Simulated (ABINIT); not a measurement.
**ZnSe (Stilleite): G0W0 in ABINIT against the screening cutoff in the self-energy**

How does the gap of ZnSe (Stilleite) converge in the screening cutoff in the self-energy?

Method: PBE and many-body steps on it, plane waves, in ABINIT 10.8.3.

### 1. The structure

The structure is cubic, space group F-43m (No. 216). The conventional cell has a = 5.668 Å, b = 5.668 Å, c = 5.668 Å, α = 90.00°, β = 90.00°, γ = 90.00°. Zn has 4 Se at 2.45 Å nearest. Se has 4 Zn at 2.45 Å nearest. Farther neighbours and most contacts between anions are not listed.

Structure file:

```cif
data_structure
_symmetry_space_group_name_H-M 'F-43m'
_symmetry_Int_Tables_number 216
_cell_length_a 5.6676
_cell_length_b 5.6676
_cell_length_c 5.6676
_cell_angle_alpha 90.000
_cell_angle_beta 90.000
_cell_angle_gamma 90.000
_cell_volume 182.05
loop_
_atom_site_label
_atom_site_type_symbol
_atom_site_symmetry_multiplicity
_atom_site_Wyckoff_symbol
_atom_site_fract_x
_atom_site_fract_y
_atom_site_fract_z
_atom_site_occupancy
Zn1 Zn 4 a 0.00000 0.00000 0.00000 1
Se1 Se 4 d 0.25000 0.25000 0.75000 1
```

The cell and positions come from the Crystallography Open Database and are kept as given unless a step says otherwise.

### 2. Screening, 4×4×4 mesh, 310 bands, screening to 272.1 eV

This step: ABINIT 10.8.3; RPA screening on PBE, plane waves, norm-conserving pseudopotentials.

The RPA dielectric matrix is built and inverted for each q.

run.abi reads:

```
acell 3*1.0 Angstrom
rprim 
  -0.000000000000 2.833800000000 2.833800000000
  2.833800000000 0.000000000000 2.833800000000
  2.833800000000 2.833800000000 -0.000000000000
ntypat 2
znucl 30 34
natom 2
typat 1 2
xred 
  0.000000000000 0.000000000000 0.000000000000
  0.250000000000 0.250000000000 0.250000000000
pp_dirpath "pseudos"
pseudos "Zn.upf, Se.upf"
ecut 39
ngkpt 4 4 4
nshiftk 1
shiftk 0 0 0
kptopt 1
chksymbreak 0
istwfk *1
occopt 1
irdwfk 1
optdriver 3
nband 310
ecuteps 10
inclvkb 2
awtr 1
symchi 1
indata_prefix "in"
outdata_prefix "out"
tmpdata_prefix "tmp"
```

Run with:

```
$ OMP_NUM_THREADS=1 mpirun -n 8 abinit run.abi > log
```

The log of the run:

```text
.Version 10.8.3 of ABINIT. v10.8.2 released Aug 2026.

 Symmetries : space group F-4 3 m (#216); Bravais cF (face-center cubic)
[... echo of the input left out ...]
== DATASET  1 ==================================================================
-   mpi_nproc: 8, omp_nthreads: 1 (-1 if OMP is not activated)

--- !DatasetInfo
iteration_state: {dtset: 1, }
dimensions: {natom: 2, nkpt: 8, mband: 310, nsppol: 1, nspinor: 1, nspden: 1, mpw: 3591, }
cutoff_energies: {ecut:  39.0, pawecutdg:  -1.0, }
electrons: {nelect:   3.60000000E+01, charge:   0.00000000E+00, occopt:   1.00000000E+00, tsmear:   1.00000000E-02, }

 SCREENING: Calculation of the susceptibility and dielectric matrices

 Based on a program developped by R.W. Godby, V. Olevano, G. Onida, and L. Reining.
 Incorporated in ABINIT by V. Olevano, G.-M. Rignanese, and M. Torrent.
.Using double precision arithmetic ; gwpc =  8

[... cell and pseudopotentials left out ...]
--------------------------------------------------------------------------------

 ==== K-mesh for the wavefunctions ====
 Number of points in the irreducible wedge :     8
[... list of points left out ...]
 Together with 24 symmetry operations and time-reversal symmetry
 yields    64 points in the full Brillouin Zone.

 ==== Q-mesh for the screening function ====
 Number of points in the irreducible wedge :     8
[... list of points left out ...]
 Together with 24 symmetry operations and time-reversal symmetry
 yields    64 points in the full Brillouin Zone.

 setmesh: FFT mesh size selected  =    32x   32x   32
          total number of points  =        32768

 vcoul_init : cutoff-mode = AUXILIARY_FUNCTION
 q-points for optical limit:   1
     1)      0.000010    0.000020    0.000030

- screening: taking advantage of time-reversal symmetry
- Maximum band index for partially occupied states nbvw = 18
- Remaining bands to be divided among processors   nbcw = 292
- Number of bands treated by each node ~36

 Number of electrons calculated from density =   36.0000; Expected =   36.0000
 average of density, n =  0.117211
 r_s =    1.2676
 omega_plasma =   33.0248 [eV]

 calculating chi0 at frequencies [eV] :
  1    0.000000E+00    0.000000E+00
  2    0.000000E+00    3.302477E+01

--------------------------------------------------------------------------------
  q-point number  1        q = ( 0.000000, 0.000000, 0.000000) [r.l.u.]
--------------------------------------------------------------------------------
[... chi0 elements left out ...]
 For q-point:  0.000010 0.000020 0.000030
  dielectric constant =  14.0696
  dielectric constant without local fields =  15.0179

  Average fulfillment of the sum rule on Im[epsilon] for q-point    1 :     90.23  [%]
[... wings left out ...]
  q-point number  2        q = ( 0.250000, 0.000000, 0.000000) [r.l.u.]
--------------------------------------------------------------------------------
[... chi0 elements left out ...]
  Average fulfillment of the sum rule on Im[epsilon] for q-point    2 :    105.30  [%]

 [... 6 further q-points ...]
```

Run time: 89 s. Hardware: 8 MPI ranks of Intel Xeon Platinum 8488C (Sapphire Rapids), shared host; peak memory 2.9 GiB.

This step gave:

```
ε∞ with local fields, on this mesh, along the program's q direction : 14.07
the same without local fields                                       : 15.02
plasma frequency                                                    : 33.02 eV
plane waves in the screening matrix                                 : 459
```

Local fields lower ε∞ by 6 %. On a Γ-centred mesh this coarse the value itself is usually too large, while a short band sum pulls it down.

### 3. 1 Ha

This step: G0W0 on PBE, plane waves, norm-conserving pseudopotentials.

Edit run.abi of step 2 so:

```diff
@@ -23,8 +23,15 @@
 irdwfk 1
-optdriver 3
+optdriver 4
 nband 310
-ecuteps 10
-inclvkb 2
-awtr 1
-symchi 1
+gwcalctyp 0
+ecutsigx 39
+symsigma 1
+nkptgw 1
+kptgw 
+  0.0000000000 0.0000000000 0.0000000000
+bdgw 
+  16 22
+ecuteps 1
+irdscr 1
+ppmodel 1
 indata_prefix "in"
```

The log of the run:

```text
.Version 10.8.3 of ABINIT. v10.8.2 released Aug 2026.

 Symmetries : space group F-4 3 m (#216); Bravais cF (face-center cubic)
[... echo of the input left out ...]
== DATASET  1 ==================================================================
-   mpi_nproc: 8, omp_nthreads: 1 (-1 if OMP is not activated)

--- !DatasetInfo
iteration_state: {dtset: 1, }
dimensions: {natom: 2, nkpt: 8, mband: 310, nsppol: 1, nspinor: 1, nspden: 1, mpw: 3591, }
cutoff_energies: {ecut:  39.0, pawecutdg:  -1.0, }
electrons: {nelect:   3.60000000E+01, charge:   0.00000000E+00, occopt:   1.00000000E+00, tsmear:   1.00000000E-02, }

 SIGMA: Calculation of the GW corrections

 Based on a program developped by R.W. Godby, V. Olevano, G. Onida, and L. Reining.
 Incorporated in ABINIT by V. Olevano, G.-M. Rignanese, and M. Torrent.
.Using double precision arithmetic ; gwpc =  8

[... cell and pseudopotentials left out ...]
--------------------------------------------------------------------------------

 ==== K-mesh for the wavefunctions ====
 Number of points in the irreducible wedge :     8
[... list of points left out ...]
 Together with 24 symmetry operations and time-reversal symmetry
 yields    64 points in the full Brillouin Zone.

 ==== Q-mesh for screening function ====
 Number of points in the irreducible wedge :     8
[... list of points left out ...]
 Together with 24 symmetry operations and time-reversal symmetry
 yields    64 points in the full Brillouin Zone.

 vcoul_init : cutoff-mode = AUXILIARY_FUNCTION
 q-points for optical limit:   1
     1)      0.000010    0.000020    0.000030
 setmesh: FFT mesh size selected  =    45x   45x   45
          total number of points  =        91125

 Number of electrons calculated from density =   36.0000; Expected =   36.0000
 average of density, n =  0.117211
 r_s =    1.2676
 omega_plasma =   33.0248 [eV]

 === KS Band Gaps ===
  >>>> For spin  1
   Minimum direct gap =   1.2881 [eV], located at k-point      :   0.0000  0.0000  0.0000
   Fundamental gap    =   1.2881 [eV], Top of valence bands at :   0.0000  0.0000  0.0000
                                       Bottom of conduction at :   0.0000  0.0000  0.0000
 SIGMA fundamental parameters:
 PLASMON POLE MODEL  1
 number of plane-waves for SigmaX                 3527
 number of plane-waves for SigmaC and W             15
 number of plane-waves for wavefunctions          3527
 number of bands                                   310
 number of independent spin polarizations            1
 number of spinorial components                      1
 number of k-points in IBZ                           8
 number of q-points in IBZ                           8
 number of symmetry operations                      24
 number of k-points in BZ                           64
 number of q-points in BZ                           64
 number of frequencies for dSigma/dE                 9
 frequency step for dSigma/dE [eV]                0.25
 number of omega for Sigma on real axis              0
 max omega for Sigma on real axis  [eV]           0.00
 zcut for avoiding poles [eV]                     0.10

 EPSILON^-1 parameters (SCR file):
 dimension of the eps^-1 matrix on file            459
 dimension of the eps^-1 matrix used                15
 number of plane-waves for wavefunctions          3527
 number of bands                                   310
 number of q-points in IBZ                           8
 number of frequencies                               2
 number of real frequencies                          1
 number of imag frequencies                          1

 matrix elements of self-energy operator (all in [eV])

 Perturbative Calculation

--- !SelfEnergy_ee
iteration_state: {dtset: 1, }
kpoint     : [   0.000,    0.000,    0.000, ]
spin       : 1
KS_gap     :    1.288
QP_gap     :    2.599
Delta_QP_KS:    1.311
data: !SigmaeeData |
     Band     E0 <VxcDFT>   SigX SigC(E0)      Z dSigC/dE  Sig(E)    E-E0       E
       16   3.405 -16.589 -20.446   2.493   0.822  -0.217 -17.710  -1.122   2.284
       17   3.405 -16.589 -20.446   2.493   0.822  -0.217 -17.710  -1.122   2.284
       18   3.405 -16.589 -20.446   2.493   0.822  -0.217 -17.710  -1.122   2.284
       19   4.693 -12.624  -8.875  -3.521   0.830  -0.205 -12.435   0.190   4.883
       20   9.220 -10.891  -5.994  -3.962   0.825  -0.212 -10.119   0.771   9.991
       21   9.220 -10.891  -5.994  -3.962   0.825  -0.212 -10.119   0.771   9.991
       22   9.220 -10.891  -5.994  -3.962   0.825  -0.212 -10.119   0.771   9.991

== END DATASET(S) ==============================================================
================================================================================

 -outvars: echo values of variables after computation  --------
           etotal      0.0000000000E+00
            nband         310
             nkpt           8
          spgroup         216
 [... the other variables as echoed above ...]

 Calculation completed.
```

Elapsed: 3.2 s, on 8 MPI ranks; peak memory 1.3 GiB; 24 s of CPU time.

This step gave:

| Property | Result |
| --- | --- |
| G0W0 gap on the points computed | 2.599 eV |
| starting gap on the mesh | 1.288 eV |
| k of the valence top | 0, 0, 0 |
| k of the conduction bottom | 0, 0, 0 |
| Z at the valence top | 0.822 |
| Z at the conduction bottom | 0.83 |
| least direct G0W0 gap on the computed points | 2.599 eV |

### 4. 2 Ha

Edit run.abi of step 3 so:

```diff
@@ -33,3 +33,3 @@
   16 22
-ecuteps 1
+ecuteps 2
 irdscr 1
```

The log of the run:

```text
.Version 10.8.3 of ABINIT. v10.8.2 released Aug 2026.

 Symmetries : space group F-4 3 m (#216); Bravais cF (face-center cubic)
[... echo of the input left out ...]
== DATASET  1 ==================================================================
-   mpi_nproc: 8, omp_nthreads: 1 (-1 if OMP is not activated)

--- !DatasetInfo
iteration_state: {dtset: 1, }
dimensions: {natom: 2, nkpt: 8, mband: 310, nsppol: 1, nspinor: 1, nspden: 1, mpw: 3591, }
cutoff_energies: {ecut:  39.0, pawecutdg:  -1.0, }
electrons: {nelect:   3.60000000E+01, charge:   0.00000000E+00, occopt:   1.00000000E+00, tsmear:   1.00000000E-02, }

 SIGMA: Calculation of the GW corrections

 Based on a program developped by R.W. Godby, V. Olevano, G. Onida, and L. Reining.
 Incorporated in ABINIT by V. Olevano, G.-M. Rignanese, and M. Torrent.
.Using double precision arithmetic ; gwpc =  8

[... cell and pseudopotentials left out ...]
--------------------------------------------------------------------------------

 ==== K-mesh for the wavefunctions ====
 Number of points in the irreducible wedge :     8
[... list of points left out ...]
 Together with 24 symmetry operations and time-reversal symmetry
 yields    64 points in the full Brillouin Zone.

 ==== Q-mesh for screening function ====
 Number of points in the irreducible wedge :     8
[... list of points left out ...]
 Together with 24 symmetry operations and time-reversal symmetry
 yields    64 points in the full Brillouin Zone.

 vcoul_init : cutoff-mode = AUXILIARY_FUNCTION
 q-points for optical limit:   1
     1)      0.000010    0.000020    0.000030
 setmesh: FFT mesh size selected  =    45x   45x   45
          total number of points  =        91125

 Number of electrons calculated from density =   36.0000; Expected =   36.0000
[...]
number of q-points in BZ                           64
 number of frequencies for dSigma/dE                 9
 frequency step for dSigma/dE [eV]                0.25
 number of omega for Sigma on real axis              0
 max omega for Sigma on real axis  [eV]           0.00
 zcut for avoiding poles [eV]                     0.10

 EPSILON^-1 parameters (SCR file):
 dimension of the eps^-1 matrix on file            459
 dimension of the eps^-1 matrix used                51
 number of plane-waves for wavefunctions          3527
 number of bands                                   310
 number of q-points in IBZ                           8
 number of frequencies                               2
 number of real frequencies                          1
 number of imag frequencies                          1

 matrix elements of self-energy operator (all in [eV])

 Perturbative Calculation

--- !SelfEnergy_ee
iteration_state: {dtset: 1, }
kpoint     : [   0.000,    0.000,    0.000, ]
spin       : 1
KS_gap     :    1.288
QP_gap     :    2.513
Delta_QP_KS:    1.225
data: !SigmaeeData |
     Band     E0 <VxcDFT>   SigX SigC(E0)      Z dSigC/dE  Sig(E)    E-E0       E
       16   3.405 -16.589 -20.446   2.322   0.809  -0.237 -17.830  -1.241   2.164
       17   3.405 -16.589 -20.446   2.322   0.809  -0.237 -17.830  -1.241   2.164
       18   3.405 -16.589 -20.446   2.322   0.809  -0.237 -17.830  -1.241   2.164
       19   4.693 -12.624  -8.875  -3.770   0.820  -0.219 -12.641  -0.016   4.677
       20   9.220 -10.891  -5.994  -4.393   0.818  -0.223 -10.479   0.411   9.631
       21   9.220 -10.891  -5.994  -4.393   0.818  -0.223 -10.479   0.411   9.631
       22   9.220 -10.891  -5.994  -4.393   0.818  -0.223 -10.479   0.411   9.631

== END DATASET(S) ==============================================================
================================================================================

 -outvars: echo values of variables after computation  --------
           etotal      0.0000000000E+00
            nband         310
             nkpt           8
          spgroup         216
 [... the other variables as echoed above ...]

 Calculation completed.
```

It took 3.3 s on 8 MPI ranks; peak memory 1.3 GiB; 24 s of CPU time.

Numbers from this step:

```yaml
g0w0_gap_on_the_points_computed: 2.513 eV
starting_gap_on_the_mesh: 1.288 eV
k_of_the_valence_top: 0, 0, 0
k_of_the_conduction_bottom: 0, 0, 0
z_at_the_valence_top: 0.809
z_at_the_conduction_bottom: 0.82
least_direct_g0w0_gap_on_the_computed_points: 2.513 eV
```

### 5. 3.5 Ha

The self-energy is evaluated for the states that the input lists, and the levels follow from it, in one-shot runs by the linearised quasiparticle equation.

Edit run.abi of step 4 so:

```diff
@@ -33,3 +33,3 @@
   16 22
-ecuteps 2
+ecuteps 3.5
 irdscr 1
```

The log of the run:

```text
.Version 10.8.3 of ABINIT. v10.8.2 released Aug 2026.

 Symmetries : space group F-4 3 m (#216); Bravais cF (face-center cubic)
[... echo of the input left out ...]
== DATASET  1 ==================================================================
-   mpi_nproc: 8, omp_nthreads: 1 (-1 if OMP is not activated)

--- !DatasetInfo
iteration_state: {dtset: 1, }
dimensions: {natom: 2, nkpt: 8, mband: 310, nsppol: 1, nspinor: 1, nspden: 1, mpw: 3591, }
cutoff_energies: {ecut:  39.0, pawecutdg:  -1.0, }
[...]
20   9.220 -10.891  -5.994  -4.559   0.816  -0.226 -10.616   0.275   9.495
       21   9.220 -10.891  -5.994  -4.559   0.816  -0.226 -10.616   0.275   9.495
       22   9.220 -10.891  -5.994  -4.559   0.816  -0.226 -10.616   0.275   9.495

== END DATASET(S) ==============================================================
================================================================================

 -outvars: echo values of variables after computation  --------
           etotal      0.0000000000E+00
            nband         310
             nkpt           8
          spgroup         216
 [... the other variables as echoed above ...]

 Calculation completed.
```

The job ended after 4.5 s (8 MPI ranks; peak memory 1.3 GiB).

Numbers from this step:

- G0W0 gap on the points computed: 2.501 eV
- starting gap on the mesh: 1.288 eV
- k of the valence top: 0, 0, 0
- k of the conduction bottom: 0, 0, 0
- least direct G0W0 gap on the computed points: 2.501 eV

The gap on the mesh goes from 1.29 eV to 2.50 eV, a correction of +1.21 eV.

[end of part 1 of 2]

[Paths, hosts, dates, memory and timing lines, banners, echoed tables and standing remarks are left out of the program output.]

[Logs are printed without paths, hosts, clocks, repeated set-up lines and the standing remarks that a program may print on its own settings, such as how far it seeks lower states.]

[Runs of the session that timed out or met a known fault of the program may be left out.]

[Hosts, paths, dates, database ids (printed as entryN), source tags and the programs' standing remarks are cut or masked in the printed files.]

[G0W0 gaps are taken among the corrected bands and points alone; a level outside them can change the order at an edge.]

[Where Ansatz stands beside ABINIT at settings called matched, ABINIT's density can come from a denser mesh and the files from another edition; pairs whose starting gaps differed by over 0.03 eV were left out, so agreement reads better than it is.]
